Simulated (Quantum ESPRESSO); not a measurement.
# ZrSe2 under changes of volume

One of the cells (25.784 Å³/atom); the others are scaled copies at fixed shape and fractional positions:

```
Zr Se
1.0
     3.79800    0.00000    0.00000
    -1.89900    3.28916    0.00000
     0.00000    0.00000    6.19200
Zr Se
1 2
Direct
  0.00000 0.00000 0.00000
  0.66667 0.33333 0.75000
  0.33333 0.66667 0.25000
```

| Quantity | Value |
| --- | --- |
| Program | Quantum ESPRESSO 7.5 |
| Functional | LDA |
| Potentials or basis | PseudoDojo 0.4.1 SR LDA standard |
| Cutoff | 1170 eV |
| Density cutoff | 4680 eV |
| k mesh | 8 × 8 × 5 |
| Occupations | fermi-dirac, width 0.05 eV |
| Spin | no spin polarisation |

```csv
volume (Å³/atom),energy over the lowest point (meV/atom),pressure (GPa),gap on the mesh (eV),largest force (eV/Å)
24.237,?,?,?,?
24.753,0.00,0.1,0.28,0.377
25.268,2.31,-1.6,0.31,0.141
25.784,9.88,-3.1,0.33,0.078
26.300,22.20,-4.5,0.35,0.281
26.815,38.76,-5.8,0.37,0.469
27.331,59.15,-6.9,0.38,0.645
```

What does the run at 24.237 Å³/atom give?

Energy over the lowest point 3.55 meV/atom; pressure 2.1 GPa; gap on the mesh 0.26 eV; largest force 0.630 eV/Å.

Worked out: A Birch-Murnaghan fit of order 3 (a polynomial in V^(-2/3)) to the other rows has its minimum at 24.80 Å³/atom with B0 = V·E''(V) = 87 GPa and B' = 4.2 at fixed shape and positions, which overstates the stiffness. It gives 3.57 meV/atom at 24.237 Å³/atom, against the run's 3.55, and -dE/dV = 2.1 GPa, against 2.1. A straight line through the other rows of the gap, of slope 1.01 eV per unit of ln V, extrapolates to 0.26 eV, against the run's 0.26.

Energies are extrapolated to zero smearing.

Caveats: an odd mesh through Γ misses points on the zone boundary, where band edges often lie. Spin-orbit coupling on Se, Zr is left out.
